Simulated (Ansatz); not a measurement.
# ZnS: the cost of one run

Computed with Ansatz 0.2.0 (DFT PBE, scalar-relativistic, plane waves, PAW, unless a step's input says otherwise).

1 further run of the same task is left out (set aside as unsound or not needed).

### 1 The starting structure

Symmetry: P6_3mc, No. 186, hexagonal system. The conventional cell has a = 3.845 Å, b = 3.845 Å, c = 6.305 Å, α = 90.00°, β = 90.00°, γ = 120.00°. Around Zn (site symmetry 3m) lie 4 S at 2.36 Å. Around S (site symmetry 3m) lie 4 Zn at 2.36 Å.

Structure file:

```cif
data_structure
_symmetry_space_group_name_H-M 'P6_3mc'
_symmetry_Int_Tables_number 186
_cell_length_a 3.8455
_cell_length_b 3.8455
_cell_length_c 6.3053
_cell_angle_alpha 90.000
_cell_angle_beta 90.000
_cell_angle_gamma 120.000
_cell_volume 80.75
loop_
_atom_site_label
_atom_site_type_symbol
_atom_site_symmetry_multiplicity
_atom_site_Wyckoff_symbol
_atom_site_fract_x
_atom_site_fract_y
_atom_site_fract_z
_atom_site_occupancy
Zn1 Zn 2 b 0.33333 0.66667 0.00522 1
S1 S 2 b 0.33333 0.66667 0.37978 1
```

This cell was relaxed beforehand with the same method: volume 20.19 Å³/atom, gap on the mesh 2.08 eV.

### 2 Static run: bands, density of states and charges

input.yaml reads:

```yaml
crystal:
  lattice:
    - [3.8454929595, 0.0, 0.0]
    - [-1.9227464798, 3.330294593, 0.0]
    - [0.0, 0.0, 6.3053333914]
  atoms:
    - { symbol: Zn, position: [0.3333333333, 0.6666666667, 0.0052197924] }
    - { symbol: Zn, position: [0.6666666667, 0.3333333333, 0.5052197924] }
    - { symbol: S, position: [0.3333333333, 0.6666666667, 0.3797802076] }
    - { symbol: S, position: [0.6666666667, 0.3333333333, 0.8797802076] }
basis:
  ecutwfc: 420
kpoints:
  mp_grid: { grid: [12, 12, 6] }
  band_path:
    path:
      - [[0.0, 0.0, 0.0], [0.5, 0.0, 0.0], [0.33333333, 0.33333333, 0.0], [0.0, 0.0, 0.0], [0.0, 0.0, 0.5], [0.5, 0.0, 0.5], [0.33333333, 0.33333333, 0.5], [0.0, 0.0, 0.5]]
      - [[0.5, 0.0, 0.5], [0.5, 0.0, 0.0]]
      - [[0.33333333, 0.33333333, 0.5], [0.33333333, 0.33333333, 0.0]]
    npoints: 14
hamiltonian:
  xc: pbe
scf:
  occupations: { method: gaussian, width: 0.02 }
  n_extra_bands: 10
output:
  forces: true
  stress: true
  eigenvalues: true
  populations: true
  dos: { projected: true, de: 0.02, nscf_kmesh: { grid: [18, 18, 9] } }
  bader: true
  write_density: true
  write_potential: true
  elf: true
  volumetric_format: npy
```

Command:

```
$ ansatz run input.yaml --threads 1 --pin off --max-ram 2560MiB --backend cpu --events-out ev --progress --plain --runs-dir out
```

What time and memory should one allow on 1 thread of Intel Xeon Platinum 8488C (Sapphire Rapids), shared host?

About 82 s, with a peak of 0.54 GiB.
